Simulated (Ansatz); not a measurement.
# Hf: density of states with BLYP+D3(BJ)-ATM

The system is Hf.

```
Hf
1.0
     0.00000    2.22000    2.22000
     2.22000    0.00000    2.22000
     2.22000    2.22000    0.00000
Hf
1
Direct
  0.00000 0.00000 0.00000
```

This isn't the form of Hf at room conditions, which is hcp.

```
Program             : Ansatz 0.2.0
Task                : density of states
Functional          : BLYP
Dispersion          : D3(BJ)-ATM
Potentials or basis : JTH PAW LDA
Cutoff              : 1230 eV
Density cutoff      : 6150 eV
k mesh              : 10 × 10 × 10
Occupations         : methfessel-paxton, width 0.1 eV
Spin                : no spin polarisation
```

```
Pressure                             : -2.1 GPa
Band gap on the k mesh               : none (metal or under the smearing width)
Density of states at the Fermi level : 1.55 states/eV per cell
```

Levels at points of the mesh, in eV from the Fermi level:
```tsv
k point	band 3	band 4	band 5	band 6	band 7	band 8	band 9	band 10
(0.00, 0.00, 0.00)	-30.01	-30.01	-7.18	1.31	1.31	1.31	4.13	4.13
(0.00, 0.00, -0.50)	-30.13	-30.13	-3.68	0.83	1.10	1.10	6.28	6.28
(0.00, -0.50, -0.50)	-30.33	-30.33	-3.31	-2.25	2.79	6.28	6.91	6.91
```

States per cell in windows of 1 eV (zero at the Fermi level; states under -8 eV left out):
```
from (eV)  total
     -8.0   0.00
     -7.0   0.06
     -6.0   0.13
     -5.0   0.22
     -4.0   0.55
     -3.0   0.79
     -2.0   0.98
     -1.0   1.20
      0.0   1.41
      1.0   1.06
      2.0   0.95
      3.0   0.86
      4.0   0.76
      5.0   1.06
      6.0   1.01
      7.0   0.81
```

Wall time 6.2 s on 1 thread of Arm Neoverse V1, on a shared host, peak memory 0.36 GiB.

Caveat: the potentials were made for another functional, which shifts forces and pressure; pairwise dispersion overbinds metals, which lowers pressure and volume. The run has no spin-orbit coupling, so splittings on Hf are missing.
